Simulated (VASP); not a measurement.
# NbH2 (Fm-3m) in VASP: a series of runs

The runs below take NbH2 through single point, relaxation of cell and atoms, with PBEsol.

Everything below comes from runs of VASP 6.6.1. Logs are shortened: lines on timing, memory, paths and dates and some standing lists are left out, and cuts for length are marked.

### 1 Starting point

The structure is cubic, space group Fm-3m (No. 225). Conventional cell: a = 4.563 Å, b = 4.563 Å, c = 4.563 Å, α = 90.00°, β = 90.00°, γ = 90.00°. Nb (site symmetry m-3m) has 8 H at 1.98 Å as nearest neighbours. H (site symmetry -43m) is surrounded by 4 Nb at 1.98 Å.

### 2 Single point, PBEsol

The input, INCAR:

```
SYSTEM = NbH2
  PREC = Accurate
  ENCUT = 520
  EDIFF = 1E-6
  ISMEAR = 0
  SIGMA = 0.1
  LREAL = .False.
  LASPH = .True.
  NELM = 60
  ALGO = Fast
  ISIF = 2
  LWAVE = .False.
  LCHARG = .False.
  GGA = PS
  NBANDS = 14
```

The input, KPOINTS:

```
regular mesh
0
Gamma
  6 6 6
  0 0 0
```

The input, POSCAR:

```
NbH2
1.0
    0.0000000000      2.2815000000      2.2815000000
    2.2815000000      0.0000000000      2.2815000000
    2.2815000000      2.2815000000      0.0000000000
Nb H
1 2
Direct
    0.0000000000      0.0000000000      0.0000000000
    0.2500000000      0.2500000000      0.2500000000
    0.7500000000      0.7500000000      0.7500000000
```

Potentials or basis: VASP PAW PBE potentials, release 64 (Nb_sv, H).

On the command line:

```sh
$ cat potpaw_PBE.64/Nb_sv/POTCAR potpaw_PBE.64/H/POTCAR > POTCAR
$ mpirun -np 1 vasp_std > vasp.out
```

OUTCAR:

```text
SYSTEM = NbH2
   PREC = Accurate
   ENCUT = 520
   EDIFF = 1E-6
   ISMEAR = 0
   LREAL = .False.
   LASPH = .True.
   NELM = 60
   ISIF = 2
   GGA = PS

 ion  position               nearest neighbor table
   1  0.000  0.000  0.000-
   2  0.250  0.250  0.250-
   3  0.750  0.750  0.750-

  LATTYP: Found a face centered cubic cell.
 ALAT       =     4.5630000000

  Lattice vectors:

 A1 = (   0.0000000000,   2.2815000000,   2.2815000000)
 A2 = (   2.2815000000,   0.0000000000,   2.2815000000)
 A3 = (   2.2815000000,   2.2815000000,   0.0000000000)

Analysis of symmetry for initial positions (statically):
=====================================================================
 Subroutine PRICEL returns:
 Original cell was already a primitive cell.

 Routine SETGRP: Setting up the symmetry group for a
 face centered cubic supercell.

 Subroutine GETGRP returns: Found 48 space group operations
 (whereof 48 operations were pure point group operations)
 out of a pool of 48 trial point group operations.

The static configuration has the point symmetry O_h .

Analysis of symmetry for dynamics (positions and initial velocities):
=====================================================================
 Subroutine PRICEL returns:
 Original cell was already a primitive cell.

 Routine SETGRP: Setting up the symmetry group for a
 face centered cubic supercell.

 Subroutine GETGRP returns: Found 48 space group operations
 (whereof 48 operations were pure point group operations)
 out of a pool of 48 trial point group operations.

The dynamic configuration has the point symmetry O_h .

 Subroutine INISYM returns: Found 48 space group operations
 (whereof 48 operations are pure point group operations),
 and found     1 'primitive' translations

----------------------------------------------------------------------------------------

                                     Primitive cell

  volume of cell :      23.7515

  direct lattice vectors                    reciprocal lattice vectors
     0.000000000  2.281500000  2.281500000    -0.219154065  0.219154065  0.219154065
     2.281500000  0.000000000  2.281500000     0.219154065 -0.219154065  0.219154065
     2.281500000  2.281500000  0.000000000     0.219154065  0.219154065 -0.219154065

  length of vectors
     3.226528243  3.226528243  3.226528243     0.379585976  0.379585976  0.379585976

  position of ions in fractional coordinates (direct lattice)
     0.000000000  0.000000000  0.000000000
     0.250000000  0.250000000  0.250000000
     0.750000000  0.750000000  0.750000000

  ion indices of the primitive-cell ions
   primitive index   ion index
                 1           1
                 2           2
                 3           3

----------------------------------------------------------------------------------------

 KPOINTS: regular mesh

Automatic generation of k-mesh.
 Grid dimensions read from file:
 generate k-points for:    6    6    6

 Generating k-lattice:

  Cartesian coordinates                     Fractional coordinates (reciprocal lattice)
    -0.036525678  0.036525678  0.036525678     0.166666667  0.000000000  0.000000000
     0.036525678 -0.036525678  0.036525678     0.000000000  0.166666667  0.000000000
     0.036525678  0.036525678 -0.036525678     0.000000000  0.000000000  0.166666667

  Length of vectors
     0.063264329  0.063264329  0.063264329

  Shift w.r.t. Gamma in fractional coordinates (k-lattice)
     0.000000000  0.000000000  0.000000000

 Subroutine IBZKPT returns following result:
 ===========================================

 Found     16 irreducible k-points:

 Following reciprocal coordinates:
            Coordinates               Weight
  0.000000  0.000000  0.000000      1.000000
  0.166667  0.000000  0.000000      8.000000
  0.333333  0.000000  0.000000      8.000000
  0.500000  0.000000  0.000000      4.000000
  0.166667  0.166667  0.000000      6.000000
  0.333333  0.166667  0.000000     24.000000
[... 8 lines left out ...]
 -0.333333  0.333333  0.166667     24.000000
 -0.333333  0.500000  0.166667     12.000000
   k-points           NKPTS =     16   k-points in BZ     NKDIM =     16   number of bands    NBANDS=     14
   number of dos      NEDOS =    301   number of ions     NIONS =      3
   total plane-waves  NPLWV =  13824
   dimension x,y,z NGX =    24 NGY =   24 NGZ =   24
   dimension x,y,z NGXF=    48 NGYF=   48 NGZF=   48
   ions per type =               1   2
   NGX,Y,Z   is equivalent  to a cutoff of  12.37, 12.37, 12.37 a.u.
   NGXF,Y,Z  is equivalent  to a cutoff of  24.73, 24.73, 24.73 a.u.
 SYSTEM =  NbH2
   PREC   = accura    normal or accurate (medium, high low for compatibility)
   ISTART =      0    job   : 0-new  1-cont  2-samecut
   ICHARG =      2    charge: 1-file 2-atom 10-const
   ISPIN  =      1    spin polarized calculation?
   LNONCOLLINEAR =      F non collinear calculations
   LSORBIT =      F    spin-orbit coupling
   LASPH  =      T    aspherical Exc in radial PAW
   ENCUT  =  520.0 eV  38.22 Ry    6.18 a.u.   6.00  6.00  6.00*2*pi/ulx,y,z
   NELM   =     60;   NELMIN=  2; NELMDL= -5     # of ELM steps
   EDIFF  = 0.1E-05   stopping-criterion for ELM
   LREAL  =      F    real-space projection
   EDIFFG = 0.1E-04   stopping-criterion for IOM
   NSW    =      0    number of steps for IOM
   IBRION =     -1    ionic relax: 0-MD 1-quasi-New 2-CG
   NFREE  =      0    steps in history (QN), initial steepest desc. (CG)
   ISIF   =      2    stress and relaxation
   ISYM   =      2    0-nonsym 1-usesym 2-fastsym
   POTIM  = 0.5000    time-step for ionic-motion
   TEBEG  =    0.0;   TEEND  =   0.0 temperature during run
   PSTRESS=    0.0 pullay stress
   NELECT =      15.0000    total number of electrons
   NUPDOWN=      -1.0000    fix difference up-down
   EMIN   =  10.00;   EMAX   =-10.00  energy-range for DOS
   EFERMI =   0.00;   METHOD = LEGACY
   ISMEAR =     0;   SIGMA  =   0.10  broadening in eV -4-tet -1-fermi 0-gaus
   EFERMI_NEDOS =   21; number of points for ismear=-14 and -15
   IALGO  =     68    algorithm
   IMIX   =      4    mixing-type and parameters
     AMIX     =   0.40;   BMIX     =  1.00
     AMIX_MAG =   1.60;   BMIX_MAG =  1.00
  volume/ion in A,a.u.               =       7.92        53.43
  Fermi-wavevector in a.u.,A,eV,Ry     =   1.404564  2.654241 26.841563  1.972799
  Thomas-Fermi vector in A             =   2.527113
   LORBIT       =      0    0 simple, 1 ext, 2 COOP (PROOUT), +10 PAW based schemes
   GGA     = PS    functional components
   LHFCALC =     F    Hartree Fock is set to
   AEXX    =    0.0000 exact exchange contribution
   IVDW    =     0    specifies the selected vdW correction
   LEPSILON=     F    determine dielectric tensor
   LRPA    =     F    only Hartree local field effects (RPA)
 non-spin polarized calculation
 RMM-DIIS sequential band-by-band and
 Gauss-broadening in eV      SIGMA  =   0.10
  energy-cutoff  :      520.00
  volume of cell :       23.75
 maximum number of plane-waves:       650
   NGX = 11   NGY = 11   NGZ = 11

 number of electron      15.0000000 magnetization

 Free energy of the ion-electron system (eV)
  ---------------------------------------------------
  ext. energy  EPLUGINS =         0.00000000
  ---------------------------------------------------
  free energy    TOTEN  =       -18.52523265 eV

  energy without entropy =      -18.52118899  energy(sigma->0) =      -18.52321082

 E-fermi :   9.5862     XC(G=0): -12.1619

 val. band max:        9.5166130262   @ k =   0.3333   0.1667   0.0000
 cond. band min:       9.8723921168   @ k =   0.1667   0.1667   0.0000
 fundamental gap:      0.3557790906
 Fermi energy:         9.5861803149

 k-point     1 :       0.0000    0.0000    0.0000
  band No.  band energies     occupation
      1     -45.4733      2.00000
      2     -21.2684      2.00000
      3     -21.2684      2.00000
      4     -21.2684      2.00000
      5      -0.8306      2.00000
      6       8.4823      2.00000
      7       8.4823      2.00000
      8       8.4823      2.00000
      9       8.7945      2.00000
     10      11.1067      0.00000
     11      11.1067      0.00000
     12      22.1399      0.00000
     13      23.1562      0.00000
     14      23.1562      0.00000

 k-point     2 :       0.1667    0.0000    0.0000
  band No.  band energies     occupation
      1     -45.4520      2.00000
      2     -21.4476      2.00000
      3     -21.2903      2.00000
      4     -21.2903      2.00000
      5      -0.1166      2.00000
      6       5.7407      2.00000
      7       8.7940      2.00000
      8       8.7940      2.00000
      9      10.9097      0.00000
     10      10.9097      0.00000
     11      12.4059      0.00000
     12      19.1689      0.00000
     13      24.5711      0.00000
     14      24.6085      0.00000

 k-point     3 :       0.3333    0.0000    0.0000
  band No.  band energies     occupation
      1     -45.4092      2.00000
      2     -21.7910      2.00000
      3     -21.3337      2.00000
      4     -21.3337      2.00000
      5       1.1936      2.00000
      6       4.5515      2.00000
      7       8.8292      2.00000
      8       8.8292      2.00000
      9      11.5792      0.00000
     10      11.5792      0.00000
     11      14.8502      0.00000
     12      17.6273      0.00000
     13      21.2728      0.00000
     14      24.2527      0.00000
[... 188 lines left out ...]
 k-point    15 :      -0.3333    0.3333    0.1667
  band No.  band energies     occupation
      1     -45.3666      2.00000
      2     -21.8026      2.00000
      3     -21.6333      2.00000
      4     -21.4466      2.00000
      5       2.9109      2.00000
      6       3.7870      2.00000
      7       7.0355      2.00000
      8      10.0814      0.00000
      9      11.9931      0.00000
     10      14.0493      0.00000
     11      15.0543      0.00000
     12      17.5085      0.00000
     13      19.1467      0.00000
     14      21.9169      0.00000

 k-point    16 :      -0.3333    0.5000    0.1667
  band No.  band energies     occupation
      1     -45.3595      2.00000
      2     -21.8325      2.00000
      3     -21.6116      2.00000
      4     -21.5034      2.00000
      5       2.8930      2.00000
      6       4.1151      2.00000
      7       6.2741      2.00000
      8      10.8367      0.00000
      9      12.7231      0.00000
     10      13.7377      0.00000
     11      15.7140      0.00000
     12      16.3002      0.00000
     13      19.3538      0.00000
     14      21.6450      0.00000

------------------------ aborting loop because EDIFF is reached ----------------------------------------

  FORCE on cell =-STRESS in cart. coord.  units (eV):
  Direction    XX          YY          ZZ          XY          YZ          ZX
  --------------------------------------------------------------------------------------
  -------------------------------------------------------------------------------------
  Total       -0.9001634     -0.9001634     -0.9001634      0.0000000      0.0000000     -0.0000000
  in kB      -60.7212208    -60.7212208    -60.7212208      0.0000000      0.0000000     -0.0000000
  external PRESSURE =     -60.7212208 kB  Pullay stress =       0.0000000 kB

 VOLUME and BASIS-vectors are now :
 -----------------------------------------------------------------------------
  energy-cutoff  :      520.00
  volume of cell :       23.75
      direct lattice vectors                 reciprocal lattice vectors
     0.000000000  2.281500000  2.281500000    -0.219154065  0.219154065  0.219154065
     2.281500000  0.000000000  2.281500000     0.219154065 -0.219154065  0.219154065
     2.281500000  2.281500000  0.000000000     0.219154065  0.219154065 -0.219154065

 POSITION                                       TOTAL-FORCE (eV/Angst)
 -----------------------------------------------------------------------------------
      0.00000      0.00000      0.00000         0.000000     -0.000000      0.000000
      1.14075      1.14075      1.14075         0.000000      0.000000      0.000000
      3.42225      3.42225      3.42225        -0.000000     -0.000000     -0.000000
 -----------------------------------------------------------------------------------
    total drift:                               -0.000000      0.000000      0.000000

  FREE ENERGIE OF THE ION-ELECTRON SYSTEM (eV)
  ---------------------------------------------------
  free  energy   TOTEN  =       -18.5252326466 eV

  energy  without entropy=      -18.5211889874  energy(sigma->0) =      -18.52321082
```

It took 18 s on 1 thread of Intel Xeon Platinum 8375C at 2.90GHz (Ice Lake), shared host; peak memory 0.13 GiB.

Results:

```
Free energy            : -18.5252 eV
Pressure               : -6.1 GPa
Band gap on the k mesh : none (metal or under the smearing width)
```

Caveat: the k mesh is coarse (spacing up to 0.40 Å⁻¹), so the values aren't converged; the PAW data sets were made with another functional, which shifts forces and pressure a little.

(Part 1 of 2 ends here.)
